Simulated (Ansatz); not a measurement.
TaN: strain energy, fitted

TaN, P-62m, a = 5.179 Å, c = 2.896 Å. Ansatz: PBEsol, PAW, 420 eV, Γ-centred 12×12×12 mesh on 6 atoms, Gaussian smearing 0.10 eV; no spin polarisation. Series: strain along c alone, the other axes held, atoms relaxed; x is the strain in per cent. y is the free energy over the unstrained cell, V0 = 11.211 Å³/atom.

| x (%) | y (meV/atom) |
| --- | --- |
| -3.0 | 23.53 |
| -2.0 | ? |
| -1.0 | 2.48 |
| 0.0 | 0.00 |
| 1.0 | 2.35 |
| 2.0 | 9.23 |
| 3.0 | 20.32 |

Task: Fit y = c2 x² + c3 x³ to the other rows, turn c2 into a modulus, and predict the missing energy.

Result: Least squares on the rows shown. y = 2.4350 x² − 0.059634 x³. In eV per unit strain² c2 is 24.35; this is C33 with relaxed ions (E = ½ C33 V0 ε²): 2 × 24.35 × 160.2 / (11.211) = 696 GPa. At x = -2.0 the fit asked for gives 10.22 meV/atom. The run gave 10.19 meV/atom, so the fit is 0.03 meV/atom too high, within twice the rms miss on the fitted rows (0.02 meV/atom).

Spin–orbit coupling is left out, which can shift energies with elements as heavy as these.